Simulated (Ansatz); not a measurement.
ZnTe (zinc blende)

```
CELL_PARAMETERS angstrom
      0.00000     3.03291     3.03291
      3.03291     0.00000     3.03291
      3.03291     3.03291     0.00000
ATOMIC_POSITIONS crystal
  Te 0.75000 0.75000 0.75000
  Zn 0.00000 0.00000 0.00000
```

Equation-of-state scan: isotropic scaling of the cell above, V₀ being its volume. Symmetry pins the atoms to their sites.

Computed with PBEsol (plane waves to 420 eV, PAW, scalar-relativistic; Ansatz, a program for electronic structure). k mesh 9×9×9 (Γ-centred), Fermi-Dirac smearing 0.05 eV. The energy includes the smearing's −TS. Stress and pressure are positive under compression. Spin-orbit coupling is left out, though Te is heavy. The PAW data are Ansatz's earlier set. ZnTe was relaxed with its symmetry unable to fall. ΔE is measured from the relaxed starting cell.

| V (Å³/atom) | ΔE (meV/atom) |
|---|---|
| 23.435 | 155.9 |
| 24.179 | 102.1 |
| 24.923 | withheld |
| 25.667 | 32.9 |
| 26.411 | 13.9 |
| 27.154 | 3.3 |
| 27.898 | 0.0 |
| 28.643 | 2.9 |
| 29.386 | 11.3 |
| 30.130 | 24.2 |
| 30.874 | 41.1 |
| 31.618 | 61.4 |
| 32.362 | 84.6 |

Q: Fit a third-order Birch-Murnaghan form (E₀, V₀, B₀, B₀′ free) to the given rows and predict ΔE at V = 24.923.

A: Least squares on the 12 given rows: ΔE = E₀ + (9V₀B₀/16)·y²·[2 + (B₀′ − 4)y], y = (V₀/V)^(2/3) − 1, with V₀ = 27.901 Å³/atom, B₀ = 50.28 GPa (160.2 GPa = 1 eV/Å³; the term in eV is multiplied by 1000), B₀′ = 4.66, E₀ = 0.02 meV/atom; root-mean-square residual 0.03 meV/atom. At 24.923 the fit gives 61.7 meV/atom; the calculation gives 61.8 meV/atom, so the interpolation is off by -0.1 (-0.2 %). For the pressure the fit gives 7.4 GPa against the computed 7.4 GPa.

(A scan under strain: stresses follow from slopes of the energy per volume, elastic moduli from its curvatures.)
